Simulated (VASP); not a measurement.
# CdTe (F-43m) in VASP: a series of runs, part 2 of 2

VASP 6.6.1. Earlier steps stand in the parts before.

**5. Relaxation of cell and atoms, PBE+D4**

This run uses another cell than the first one, of 32.92 Å³/atom, 0.952 times its volume.

File INCAR:

```
SYSTEM = CdTe
PREC = Accurate ; ENCUT = 600
EDIFF = 1E-7 ; ISMEAR = 0
SIGMA = 0.01 ; LREAL = .False.
LASPH = .True. ; NELM = 100
ALGO = Normal ; ISIF = 3
LWAVE = .False. ; LCHARG = .False.
GGA = PE ; IVDW = 13
IBRION = 2 ; NSW = 80
EDIFFG = -0.01
```

File KPOINTS:

```
regular mesh
0
Gamma
  6 6 6
  0 0 0
```

File POSCAR:

```
CdTe
1.0
    4.5325540000      0.0000000000      0.0000000000
    2.2662770000      3.9253069080      0.0000000000
    2.2662770000      1.3084356360      3.7008148439
Cd Te
1 1
Direct
    0.0000000000      0.0000000000      0.0000000000
    0.2500000000      0.2500000000      0.2500000000
```

Potentials or basis: VASP PAW PBE potentials, release 64 (Cd, Te).

Run with:

```sh
$ cat potpaw_PBE.64/Cd/POTCAR potpaw_PBE.64/Te/POTCAR > POTCAR
$ mpirun -np 1 vasp_std > vasp.out
```

OUTCAR:

```text
SYSTEM = CdTe
   PREC = Accurate
   ENCUT = 600
   EDIFF = 1E-7
   ISMEAR = 0
   LREAL = .False.
   LASPH = .True.
   NELM = 100
   ISIF = 3
   GGA = PE
   IVDW = 13
   IBRION = 2
   NSW = 80
   EDIFFG = -0.01

 ion  position               nearest neighbor table
   1  0.000  0.000  0.000-   2 2.78   2 2.78   2 2.78   2 2.78
   2  0.250  0.250  0.250-   1 2.78   1 2.78   1 2.78   1 2.78

  LATTYP: Found a face centered cubic cell.
 ALAT       =     6.4099993390

  Lattice vectors:

 A1 = (   4.5325540000,   0.0000000000,   0.0000000000)
 A2 = (   2.2662770000,   3.9253069080,   0.0000000000)
 A3 = (   2.2662770000,   1.3084356360,   3.7008148439)

Analysis of symmetry for initial positions (statically):
=====================================================================
 Subroutine PRICEL returns:
[... 164 lines left out ...]

------------------------ aborting loop because EDIFF is reached ----------------------------------------

  DFT-D4 for vdW energy calculation

  Edisp (eV):   -0.73878
[... 71 lines left out ...]
--------------------------------------- Ionic step        3  -------------------------------------------

 number of electron      18.0000001 magnetization

 Free energy of the ion-electron system (eV)
  ---------------------------------------------------
  ext. energy  EPLUGINS =         0.00000000
  ---------------------------------------------------
  free energy    TOTEN  =        -4.78694733 eV

  energy without entropy =       -4.78694733  energy(sigma->0) =       -4.78694733

 E-fermi :   2.2838     XC(G=0):  -8.5015

 val. band max:        2.1850791972   @ k =   0.0000   0.0000   0.0000
 cond. band min:       2.8991572768   @ k =   0.0000   0.0000   0.0000
 fundamental gap:      0.7140780795
 Fermi energy:         2.2837754716

 k-point     1 :       0.0000    0.0000    0.0000
  band No.  band energies     occupation
      1      -8.8840      2.00000
      2      -6.0441      2.00000
      3      -6.0441      2.00000
      4      -6.0441      2.00000
      5      -5.7973      2.00000
      6      -5.7973      2.00000
      7       2.1851      2.00000
      8       2.1851      2.00000
      9       2.1851      2.00000
     10       2.8992      0.00000
     11       6.7972      0.00000
     12       6.7972      0.00000
     13       6.7972      0.00000
[... 271 lines left out ...]
  FREE ENERGIE OF THE ION-ELECTRON SYSTEM (eV)
  ---------------------------------------------------
  free  energy   TOTEN  =        -5.4837526208 eV

  energy  without entropy=       -5.4837526208  energy(sigma->0) =       -5.48375262

 reached required accuracy - stopping structural energy minimisation
```

Wall time 38 s (1 thread of Intel Xeon Platinum 8259CL at 2.50GHz (Skylake/Cascade Lake), shared host); peak memory 0.23 GiB.

Results:

```yaml
Free_energy: -5.4838 eV
Relaxed_volume: 34.66 Å³/atom
Relaxed_cell: a = 4.611 Å, b = 4.611 Å, c = 4.611 Å, α = 60.00°, β = 60.00°, γ = 60.00°
Space_group_after_relaxing_to_0.05_Å: F-43m (No. 216)
Energy_gained_by_relaxing: 12.1 meV/atom
Ionic_steps: 3
Pressure_after_relaxing: 0.0 GPa
Band_gap_on_the_k_mesh: 0.71 eV, direct
Dispersion_energy_per_atom: -0.348 eV
```

The path:
| step | energy change (eV) | largest force (eV/Å) | pressure (GPa) | volume (Å³) |
| --- | --- | --- | --- | --- |
| 1 | 0.0000 | 0.0000 | 2.34 | 65.84 |
| 2 | -0.0216 | 0.0000 | -0.66 | 70.53 |
| 3 | -0.0242 | 0.0000 | 0.01 | 69.32 |

Final structure:
```
Cd Te
1.0
     4.61085    0.00000    0.00000
     2.30543    3.99311    0.00000
     2.30543    1.33104    3.76474
Cd Te
1 1
Direct
  0.00000 0.00000 0.00000
  0.25000 0.25000 0.25000
```

Caveat: spin-orbit coupling is left out, which moves the levels of the heavy elements. As with any semilocal functional, this PBE gap is likely too small.

**6. Relaxation of cell and atoms, r2SCAN**

This run uses another cell than the first one, of 32.92 Å³/atom, 0.952 times its volume.

POSCAR is that of step 5.

File INCAR.step1:

```
PREC = Accurate
ENCUT = 600
ISMEAR = 0
SIGMA = 0.01
LREAL = F
LASPH = T
NELM = 60
GGA = PE
ALGO = Normal
EDIFF = 1E-4
LWAVE = T
LCHARG = F
```

File INCAR.step2:

```
PREC = Accurate
ENCUT = 600
EDIFF = 1E-7
ISMEAR = 0
SIGMA = 0.01
LREAL = F
LASPH = T
NELM = 60
ALGO = Normal
ISIF = 3
LWAVE = F
LCHARG = F
METAGGA = R2SCAN
LMIXTAU = T
IBRION = 2
NSW = 80
EDIFFG = -0.01
ISTART = 1
```

File KPOINTS:

```
Automatic mesh
0
Gamma
  6 6 6
```

Potentials or basis: VASP PAW PBE potentials, release 64 (Cd, Te).

Run with:

```sh
$ cat potpaw_PBE.64/Cd/POTCAR potpaw_PBE.64/Te/POTCAR > POTCAR
$ cp INCAR.step1 INCAR
$ mpirun -np 1 vasp_std > vasp.out
$ cp INCAR.step2 INCAR
$ mpirun -np 1 vasp_std > vasp.out
```

OUTCAR:

```text
PREC = Accurate
   ENCUT = 600
   EDIFF = 1E-7
   ISMEAR = 0
   LREAL = F
   LASPH = T
   NELM = 60
   ISIF = 3
   METAGGA = R2SCAN
   IBRION = 2
   NSW = 80
   EDIFFG = -0.01
   ISTART = 1

 ion  position               nearest neighbor table
   1  0.000  0.000  0.000-   2 2.78   2 2.78   2 2.78   2 2.78
   2  0.250  0.250  0.250-   1 2.78   1 2.78   1 2.78   1 2.78

  LATTYP: Found a face centered cubic cell.
 ALAT       =     6.4099993390

  Lattice vectors:

 A1 = (   4.5325540000,   0.0000000000,   0.0000000000)
 A2 = (   2.2662770000,   3.9253069080,   0.0000000000)
 A3 = (   2.2662770000,   1.3084356360,   3.7008148439)

Analysis of symmetry for initial positions (statically):
=====================================================================
 Subroutine PRICEL returns:
 Original cell was already a primitive cell.

[... 170 lines left out ...]
  in kB       33.3924267     33.3924267     33.3924267      0.0000000     -0.0000000      0.0000000
  external PRESSURE =      33.3924267 kB  Pullay stress =       0.0000000 kB
[... 59 lines left out ...]
--------------------------------------- Ionic step        3  -------------------------------------------

 number of electron      18.0000006 magnetization

 Free energy of the ion-electron system (eV)
  ---------------------------------------------------
  ext. energy  EPLUGINS =         0.00000000
  ---------------------------------------------------
  free energy    TOTEN  =       -46.64052572 eV

  energy without entropy =      -46.64052572  energy(sigma->0) =      -46.64052572

 E-fermi :   1.8662     XC(G=0):  -8.9318

 val. band max:        1.7708821234   @ k =   0.0000   0.0000   0.0000
 cond. band min:       2.9217488716   @ k =   0.0000   0.0000   0.0000
 fundamental gap:      1.1508667482
 Fermi energy:         1.8662267207

 k-point     1 :       0.0000    0.0000    0.0000
  band No.  band energies     occupation
      1      -9.5424      2.00000
      2      -6.6738      2.00000
      3      -6.6738      2.00000
      4      -6.6738      2.00000
      5      -6.4179      2.00000
      6      -6.4179      2.00000
      7       1.7709      2.00000
      8       1.7709      2.00000
      9       1.7709      2.00000
     10       2.9217      0.00000
     11       6.8251      0.00000
     12       6.8251      0.00000
     13       6.8251      0.00000
[... 267 lines left out ...]
  FREE ENERGIE OF THE ION-ELECTRON SYSTEM (eV)
  ---------------------------------------------------
  free  energy   TOTEN  =       -46.6405257173 eV

  energy  without entropy=      -46.6405257173  energy(sigma->0) =      -46.64052572

 reached required accuracy - stopping structural energy minimisation
```

OUTCAR.step1:

```text
PREC = Accurate
   ENCUT = 600
   ISMEAR = 0
   LREAL = F
   LASPH = T
[... 465 lines left out ...]
 -----------------------------------------------------------------------------------
      0.00000      0.00000      0.00000        -0.000000     -0.000000     -0.000000
      2.26628      1.30844      0.92520         0.000000      0.000000      0.000000
 -----------------------------------------------------------------------------------
    total drift:                               -0.000000     -0.000000     -0.000000

  FREE ENERGIE OF THE ION-ELECTRON SYSTEM (eV)
  ---------------------------------------------------
  free  energy   TOTEN  =        -4.7207752167 eV

  energy  without entropy=       -4.7207752167  energy(sigma->0) =       -4.72077522
```

OSZICAR.step1:

```text
N       E                     dE             d eps       ncg     rms          rms(c)
DAV:   1     0.110942394151E+03    0.11094E+03   -0.90347E+03   416   0.135E+03
DAV:   2    -0.437054204931E+00   -0.11138E+03   -0.10708E+03   456   0.289E+02
DAV:   3    -0.490715338479E+01   -0.44701E+01   -0.44463E+01   521   0.613E+01
DAV:   4    -0.495017812448E+01   -0.43025E-01   -0.43020E-01   561   0.526E+00
DAV:   5    -0.495034918059E+01   -0.17106E-03   -0.17106E-03   511   0.284E-01    0.601E+00
DAV:   6    -0.473552515556E+01    0.21482E+00   -0.45947E-01   471   0.932E+00    0.484E+00
DAV:   7    -0.471968611391E+01    0.15839E-01   -0.12585E-01   471   0.268E+00    0.182E+00
DAV:   8    -0.472038751201E+01   -0.70140E-03   -0.11570E-02   421   0.152E+00    0.540E-01
DAV:   9    -0.472070711742E+01   -0.31961E-03   -0.94902E-04   491   0.379E-01    0.135E-01
DAV:  10    -0.472077521665E+01   -0.68099E-04   -0.12597E-04   314   0.118E-01
   1 F= -.47207752E+01 E0= -.47207752E+01  d E =-.203784E-12
```

Run time: 2.6 min. Hardware: 1 thread of Intel Xeon Platinum 8259CL at 2.50GHz (Skylake/Cascade Lake), shared host; peak memory 0.24 GiB.

What came out:

| Quantity | Value |
| --- | --- |
| Free energy | -46.6405 eV |
| Relaxed volume | 35.31 Å³/atom |
| Relaxed cell | a = 4.640 Å, b = 4.640 Å, c = 4.640 Å, α = 60.00°, β = 60.00°, γ = 60.00° |
| Space group after relaxing (to 0.05 Å) | F-43m (No. 216) |
| Energy gained by relaxing | 23.3 meV/atom |
| Ionic steps | 3 |
| Pressure after relaxing | 0.0 GPa |
| Band gap on the k mesh | 1.15 eV, direct |

The path:
| step | energy change (eV) | largest force (eV/Å) | pressure (GPa) | volume (Å³) |
| --- | --- | --- | --- | --- |
| 1 | 0.0000 | 0.0000 | 3.34 | 65.84 |
| 2 | -0.0402 | 0.0000 | -1.03 | 72.60 |
| 3 | -0.0467 | 0.0000 | 0.01 | 70.62 |

Final structure:
```
Cd Te
1.0
     4.63971    0.00000    0.00000
     2.31985    4.01811    0.00000
     2.31985    1.33937    3.78831
Cd Te
1 1
Direct
  0.00000 0.00000 0.00000
  0.25000 0.25000 0.25000
```

Caveat: the PAW data sets were made with another functional, which shifts forces and pressure a little; spin-orbit coupling is left out, which moves the levels of the heavy elements.

**7. Relaxation of cell and atoms, r2SCAN+rVV10**

This run uses another cell than the first one, of 32.92 Å³/atom, 0.952 times its volume.

POSCAR is that of step 6.

File INCAR.step1:

```
SYSTEM = CdTe
PREC = Accurate
ENCUT = 600
ISMEAR = 0
SIGMA = 0.01
LREAL = .FALSE.
LASPH = .TRUE.
NELM = 80
GGA = PE
ALGO = Normal
EDIFF = 1E-4
LWAVE = .TRUE.
LCHARG = .FALSE.
```

File INCAR.step2:

```
SYSTEM = CdTe
PREC = Accurate
ENCUT = 600
EDIFF = 1E-6
ISMEAR = 0
SIGMA = 0.01
LREAL = .FALSE.
LASPH = .TRUE.
NELM = 80
ALGO = Normal
ISIF = 3
LWAVE = .FALSE.
LCHARG = .FALSE.
METAGGA = R2SCAN
LMIXTAU = .TRUE.
LUSE_VDW = .TRUE.
IVDW_NL = 2
BPARAM = 11.95
CPARAM = 0.0093
IBRION = 2
NSW = 80
EDIFFG = -0.01
ISTART = 1
```

File KPOINTS:

```
Automatic mesh
0
G
  6 6 6
  0 0 0
```

Run with:

```sh
$ cat potpaw_PBE.64/Cd/POTCAR potpaw_PBE.64/Te/POTCAR > POTCAR
$ cp INCAR.step1 INCAR
$ mpirun -np 1 vasp_std > vasp.out
$ cp INCAR.step2 INCAR
$ mpirun -np 1 vasp_std > vasp.out
```

It took 6.5 min on 1 thread of Intel Xeon Platinum 8259CL at 2.50GHz (Skylake/Cascade Lake), shared host; peak memory 0.41 GiB.

Results (log left out):

| Property | Result |
| --- | --- |
| Free energy | -46.0005 eV |
| Relaxed volume | 34.78 Å³/atom |
| Relaxed cell | a = 4.616 Å, b = 4.616 Å, c = 4.616 Å, α = 60.00°, β = 60.00°, γ = 60.00° |
| Space group after relaxing (to 0.05 Å) | F-43m (No. 216) |
| Energy gained by relaxing | 14.6 meV/atom |
| Ionic steps | 3 |
| Pressure after relaxing | 0.0 GPa |
| Band gap on the k mesh | 1.16 eV, direct |

Step by step:
```csv
step,energy change (eV),largest force (eV/Å),pressure (GPa),volume (Å³)
1,0.0000,0.0000,2.66,65.84
2,-0.0243,0.0000,-0.92,71.19
3,-0.0291,0.0000,0.01,69.55
```

Final structure:
```
Cd Te
1.0
     4.61605    0.00000    0.00000
     2.30803    3.99762    0.00000
     2.30803    1.33254    3.76899
Cd Te
1 1
Direct
  0.00000 0.00000 0.00000
  0.25000 0.25000 0.25000
```

Levels at points of the mesh, in eV from the valence-band top:
```tsv
k point	band 6	band 7	band 8	band 9	band 10	band 11	band 12	band 13
(0.00, 0.00, 0.00)	-8.21	0.00	0.00	0.00	1.16	5.02	5.02	5.02
(0.50, 0.00, 0.00)	-7.86	-4.39	-0.76	-0.76	2.17	5.56	5.56	7.27
(0.50, 0.50, 0.00)	-7.71	-4.26	-1.85	-1.85	2.84	2.95	9.26	9.68
```

Caveat: the PAW data sets were made with another functional, which shifts forces and pressure a little; spin-orbit coupling is left out, which moves the levels of the heavy elements. Zero-point motion and thermal expansion aren't in these numbers.

**8. The runs side by side**

| task | level | cell | cutoff (eV) | gap on the mesh (eV) | pressure (GPa) | relaxed volume (Å³/atom) |
| --- | --- | --- | --- | --- | --- | --- |
| single point | PBE+D4 | a = 4.607 Å, angles 60.0°, 2 atoms | 520 | 0.72 | 0.1 | - |
| single point | r2SCAN+rVV10 | a = 4.608 Å, angles 60.0°, 2 atoms | 520 | 1.17 | 0.3 | - |
| single point | r2SCAN | a = 4.636 Å, angles 60.0°, 2 atoms | 520 | 1.16 | 0.1 | - |
| relaxation of cell and atoms | PBE+D4 | relaxed from a = 4.533 Å, angles 60.0°, 2 atoms | 600 | 0.71 | 0.0 | 34.66 |
| relaxation of cell and atoms | r2SCAN | relaxed from a = 4.533 Å, angles 60.0°, 2 atoms | 600 | 1.15 | 0.0 | 35.31 |
| relaxation of cell and atoms | r2SCAN+rVV10 | relaxed from a = 4.533 Å, angles 60.0°, 2 atoms | 600 | 1.16 | 0.0 | 34.78 |

Alike in all rows: potentials or basis VASP PAW PBE potentials, release 64 (Cd, Te); no spin polarisation; k mesh 6 × 6 × 6; smearing gaussian 0.01 eV.

Caveats: spin-orbit coupling is left out, which moves the levels of the heavy elements; the PAW data sets were made with another functional, which shifts forces and pressure a little (some runs).

Absolute energies hang on the potentials; compare differences alone.

**9. How close it comes**

Step 2. A measured gap of CdTe is 1.607 eV (0 K; a printed reference work, data compilation); the calculated 0.72 eV misses it by -0.89 eV. Spin-orbit coupling on Cd, Te is left out. The value is that of PBE+D4, without temperature or zero-point motion. Semilocal functionals fall short of measured gaps as a rule.

Step 3. Against the measured gap of CdTe, 1.607 eV (0 K; a printed reference work, data compilation), the calculated 1.17 eV is off by -0.43 eV. Spin-orbit coupling on Cd, Te is left out. The value is that of r2SCAN+rVV10, without temperature or zero-point motion.

Step 4. A measured gap of CdTe is 1.607 eV (0 K; a printed reference work, data compilation); the calculated 1.16 eV misses it by -0.45 eV. Spin-orbit coupling on Cd, Te is left out. The value is that of r2SCAN, without temperature or zero-point motion.
